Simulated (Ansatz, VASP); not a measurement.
Two plane-wave programs on HfO2

INCAR

```
SYSTEM = HfO2
PREC = Accurate
ENCUT = 520
EDIFF = 1E-7
ISMEAR = -1
SIGMA = 0.05
LREAL = .FALSE.
LASPH = .TRUE.
NELM = 60
ALGO = Normal
ISIF = 2
LWAVE = .FALSE.
LCHARG = .FALSE.
GGA = PE
NBANDS = 56
```

Contents of KPOINTS:

```
Automatic mesh
0
G
  5 6 5
  0 0 0
```

File POSCAR:

```
HfO2
1.0
    5.2194633600      0.0000000000      0.0000000000
    0.0000000000      5.0047636900      0.0000000000
    0.0000000000      0.0000000000      5.0326850500
Hf O
4 8
Direct
    0.9617360000      0.7321240000      0.7388070000
    0.5322670000      0.7361180000      0.2418100000
    0.4685080000      0.2714210000      0.7541330000
    0.0372150000      0.2617470000      0.2507960000
    0.6276990000      0.9266770000      0.8807870000
    0.8684120000      0.9310740000      0.3835740000
    0.2398930000      0.5326920000      0.4999160000
    0.2761440000      0.5412320000      0.9884070000
    0.7646900000      0.4556050000      0.9935000000
    0.7430750000      0.4556510000      0.4876300000
    0.1241870000      0.0638240000      0.8733220000
    0.3600410000      0.0727510000      0.3815780000
```

input.yaml

```yaml
crystal:
  lattice:
    - [5.21946336, 0.0, 0.0]
    - [0.0, 5.00476369, 0.0]
    - [0.0, 0.0, 5.03268505]
  atoms:
    - { symbol: Hf, position: [0.961736, 0.732124, 0.738807] }
    - { symbol: Hf, position: [0.532267, 0.736118, 0.24181] }
    - { symbol: Hf, position: [0.468508, 0.271421, 0.754133] }
    - { symbol: Hf, position: [0.037215, 0.261747, 0.250796] }
    - { symbol: O, position: [0.627699, 0.926677, 0.880787] }
    - { symbol: O, position: [0.868412, 0.931074, 0.383574] }
    - { symbol: O, position: [0.239893, 0.532692, 0.499916] }
    - { symbol: O, position: [0.276144, 0.541232, 0.988407] }
    - { symbol: O, position: [0.76469, 0.455605, 0.9935] }
    - { symbol: O, position: [0.743075, 0.455651, 0.48763] }
    - { symbol: O, position: [0.124187, 0.063824, 0.873322] }
    - { symbol: O, position: [0.360041, 0.072751, 0.381578] }
hamiltonian:
  xc: pbe
  pseudopotentials: { kind: paw }
kpoints:
  mp_grid: { grid: [5, 6, 5] }
scf:
  occupations: { method: fermi_dirac, width: 0.05 }
output:
  forces: true
  stress: true
  eigenvalues: true
```

Change from the starting cell: atoms moved at random, drawn with an rms of 0.05 Å.

Alike in both runs: task single point; functional PBE; k mesh 5 × 6 × 5; occupations fermi-dirac, width 0.05 eV; no spin polarisation.

|  | VASP | Ansatz |
| --- | --- | --- |
| version | VASP 6.6.1 | Ansatz 0.2.0 |
| potentials or method | VASP PAW PBE potentials, release 64 (Hf_pv, O) | Ansatz PAW |
| plane-wave cutoff (eV) | 520 | 420 |
| valence electrons in the cell | 88 | 152 |

Ansatz gave:

```
gap on the k mesh at the Fermi level (eV)       : 4.40
least direct gap on the mesh (eV)               : 4.69
pressure (GPa)                                  : 10.5
largest component of the traceless stress (GPa) : 0.88
rms of the force components (eV/Å)              : 0.501
```

Q: Estimate VASP's values.

A: gap on the k mesh at the Fermi level (eV): 4.37; least direct gap on the mesh (eV): 4.66; pressure (GPa): 7.1; largest component of the traceless stress (GPa): 0.85; rms of the force components (eV/Å): 0.494.

Atom by atom the forces differ by 0.030 eV/Å (rms over components). The functional is the same, so the differences come from potentials, cutoffs and numerics. The two sets of potentials don't hold the same shells in valence.

Caveats: spin-orbit coupling is left out, which moves the levels of the heavy elements; an odd mesh through Γ misses points on the zone boundary, where band edges often lie (VASP); odd divisions of the mesh miss points on the zone boundary, where band edges often lie, so the gap on the mesh can be too wide (Ansatz); the pressure holds a Pulay correction of +0.8 GPa for the finite cutoff (Ansatz).
